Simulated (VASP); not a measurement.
**Li$_{2}$O in VASP 6.6.1, single-point calculation**

INCAR

```
LREAL = .FALSE.
ISMEAR = -1
ISIF = 2
NBANDS = 13
LCHARG = .FALSE.
IBRION = -1
NSW = 0
PREC = Accurate
EDIFF = 0.0001
NELM = 80
ENCUT = 520
GGA = PE
LASPH = .TRUE.
LWAVE = .FALSE.
SIGMA = 0.02
```

KPOINTS

```
KPOINTS created by Atomic Simulation Environment
0
Gamma
10 10 10
0 0 0
```

POSCAR

```
Li O
 1.0000000000000000
     0.0000000000000000    2.3821678838000002    2.3821678838000002
     2.3821678838000002    0.0000000000000000    2.3821678838000002
     2.3821678838000002    2.3821678838000002    0.0000000000000000
 Li  O
   2   1
Cartesian
  1.1910839419000001  1.1910839419000001  1.1910839419000001
  3.5732518257000003  3.5732518257000003  3.5732518257000003
  0.0000000000000000  0.0000000000000000  0.0000000000000000
```

The recommended PBE PAW datasets give the neutral cell 12 valence electrons.

Command

```
mpirun -np 1 vasp_std
```

OSZICAR

```
N       E                     dE             d eps       ncg     rms          rms(c)
DAV:   1     0.439165973111E+02    0.43917E+02   -0.55584E+03  1222   0.976E+02
DAV:   2    -0.103560380404E+02   -0.54273E+02   -0.51310E+02  1519   0.215E+02
DAV:   3    -0.160181297384E+02   -0.56621E+01   -0.56131E+01  2263   0.488E+01
DAV:   4    -0.160768411129E+02   -0.58711E-01   -0.58708E-01  1420   0.642E+00
DAV:   5    -0.160774056670E+02   -0.56455E-03   -0.56455E-03  1802   0.468E-01    0.746E+00
DAV:   6    -0.143602287971E+02    0.17172E+01   -0.89774E+00  1292   0.152E+01    0.305E+00
DAV:   7    -0.143099733852E+02    0.50255E-01   -0.25208E-01  1462   0.316E+00    0.150E+00
DAV:   8    -0.143071279324E+02    0.28455E-02   -0.74220E-02  1517   0.261E+00    0.466E-01
DAV:   9    -0.143049200036E+02    0.22079E-02   -0.57142E-03  1524   0.627E-01    0.149E-01
DAV:  10    -0.143053733078E+02   -0.45330E-03   -0.10712E-03  1417   0.241E-01    0.640E-02
DAV:  11    -0.143053393977E+02    0.33910E-04   -0.57006E-05  1054   0.812E-02
   1 F= -.14305339E+02 E0= -.14305339E+02  d E =-.955454E-11
```

From OUTCAR

```
k-points           NKPTS =     47   k-points in BZ     NKDIM =     47   number of bands    NBANDS=     13

   NELECT =      12.0000    total number of electrons

   dimension x,y,z NGX =    28 NGY =   28 NGZ =   28
   dimension x,y,z NGXF=    56 NGYF=   56 NGZF=   56

  energy-cutoff  :      520.00
  volume of cell :       27.04
      direct lattice vectors                 reciprocal lattice vectors
     0.000000000  2.382167884  2.382167884    -0.209892847  0.209892847  0.209892847
     2.382167884  0.000000000  2.382167884     0.209892847 -0.209892847  0.209892847
     2.382167884  2.382167884  0.000000000     0.209892847  0.209892847 -0.209892847

 k-points in reciprocal lattice and weights: KPOINTS created by Atomic Simulation Env
   0.00000000  0.00000000  0.00000000       0.001
   0.10000000  0.00000000  0.00000000       0.008
   0.20000000  0.00000000  0.00000000       0.008
   0.30000000  0.00000000  0.00000000       0.008
   0.40000000  0.00000000  0.00000000       0.008
   0.50000000  0.00000000  0.00000000       0.004
   0.10000000  0.10000000  0.00000000       0.006
   0.20000000  0.10000000  0.00000000       0.024
   ...

 E-fermi :   1.2814

 k-point     1 :       0.0000    0.0000    0.0000
  band No.  band energies     occupation
      1     -42.3116      2.00000
      2     -42.0666      2.00000
      3     -14.4230      2.00000
      4       0.8773      2.00000
      5       0.8773      2.00000
      6       0.8773      2.00000
      7       5.5038      0.00000
      8      12.2786      0.00000
      9      12.2786      0.00000
     10      12.2787      0.00000
     11      18.9097      0.00000
     12      18.9097      0.00000
     13      18.9098      0.00000

 k-point     2 :       0.1000    0.0000    0.0000
  band No.  band energies     occupation
      1     -42.3048      2.00000
      2     -42.0719      2.00000
      3     -14.4045      2.00000
      4       0.5573      2.00000
      5       0.8353      2.00000
      6       0.8353      2.00000
      7       5.7839      0.00000
      8      12.2604      0.00000
      9      12.4098      0.00000
     10      12.4099      0.00000
     11      17.9750      0.00000
     12      17.9751      0.00000
     13      19.1876      0.00000

 k-point     3 :       0.2000    0.0000    0.0000
  band No.  band energies     occupation
      1     -42.2851      2.00000
      2     -42.0872      2.00000
      3     -14.3546      2.00000
      4      -0.1685      2.00000
      5       0.7298      2.00000
      6       0.7298      2.00000
      7       6.4800      0.00000
      8      12.0990      0.00000
      9      12.6561      0.00000
     10      12.6562      0.00000
     11      17.0206      0.00000
     12      17.0207      0.00000
     13      19.9383      0.00000

 k-point     4 :       0.3000    0.0000    0.0000
  band No.  band energies     occupation
      1     -42.2555      2.00000
      2     -42.1118      2.00000
      3     -14.2907      2.00000
      4      -0.9298      2.00000
      5       0.6071      2.00000
      6       0.6072      2.00000
      7       7.4100      0.00000
      8      11.6100      0.00000
      9      12.6929      0.00000
     10      12.6930      0.00000
     11      16.8868      0.00000
     12      16.8868      0.00000
     13      20.9240      0.00000

 ...

  Total       -1.0183624     -1.0183624     -1.0183624      0.0000000      0.0000000      0.0000000
  in kB      -60.3484148    -60.3484148    -60.3484148      0.0000000      0.0000000      0.0000000
  external PRESSURE =     -60.3484148 kB  Pullay stress =       0.0000000 kB

 POSITION                                       TOTAL-FORCE (eV/Angst)
 -----------------------------------------------------------------------------------
      1.19108      1.19108      1.19108        -0.000000     -0.000000     -0.000000
      3.57325      3.57325      3.57325         0.000000      0.000000      0.000000
      0.00000      0.00000      0.00000         0.000000      0.000000      0.000000
 -----------------------------------------------------------------------------------
    total drift:                                0.000000      0.000000      0.000000

  FREE ENERGIE OF THE ION-ELECTRON SYSTEM (eV)
  ---------------------------------------------------
  free  energy   TOTEN  =       -14.3053393977 eV

  energy  without entropy=      -14.3053393977  energy(sigma->0) =      -14.30533940
```

It converged. Results: gap between bands v and c on the k mesh 4.63 eV; least direct gap on the k mesh 4.63 eV; pressure -6.0 GPa. Band v is the last that the valence electrons fill when counted band by band, and c is the next.

For comparison, a separate PBE run of the intended cell, on usual settings and not on those above, gives a gap of 4.63 eV on its mesh and a pressure of -6.0 GPa.

The run above took about 16 s on one core of a shared host (Intel Xeon Platinum 8488C) and held 0.15 GiB at most.
